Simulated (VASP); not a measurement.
A run of VASP 6.6.1:

The input INCAR:

```
PREC     = Accurate       # precision mode
ENCUT    = 520            # plane-wave cutoff, eV
EDIFF    = 1E-6           # SCF threshold, eV
ISMEAR   = -1             # smearing method
SIGMA    = 0.05           # smearing width, eV
LREAL    = False          # projectors in reciprocal space
LASPH    = True           # aspherical terms in the spheres
NELM     = 60             # most SCF steps
ALGO     = Fast           # electronic algorithm
ISIF     = 2              # what is computed and relaxed
LWAVE    = False          # write WAVECAR
LCHARG   = False          # write CHGCAR
GGA      = PE             # functional
NBANDS   = 12             # bands
```

Contents of KPOINTS:

```
regular mesh
0
Gamma
  10 10 10
```

The input POSCAR:

```
Cd
1.0
    0.0000000000      2.2328399116      2.2328399116
    2.2328399116      0.0000000000      2.2328399116
    2.2328399116      2.2328399116      0.0000000000
Cd
1
Direct
    0.0000000000      0.0000000000      0.0000000000
```

Potentials or basis: VASP PAW PBE potentials, release 64 (Cd).

Command:

```console
$ cat potpaw_PBE.64/Cd/POTCAR > POTCAR
$ mpirun -np 1 vasp_std > vasp.out
```

Hardware: 1 thread of Intel(R) Xeon(R) 6975P-C (Granite Rapids), with other jobs on the host.

Question: Estimate the wall time of this run.

Answer: It took 4.9 s on 1 thread of Intel(R) Xeon(R) 6975P-C (Granite Rapids), on a shared host, peak memory 0.13 GiB. Counts: scf iterations 11, k points 47.
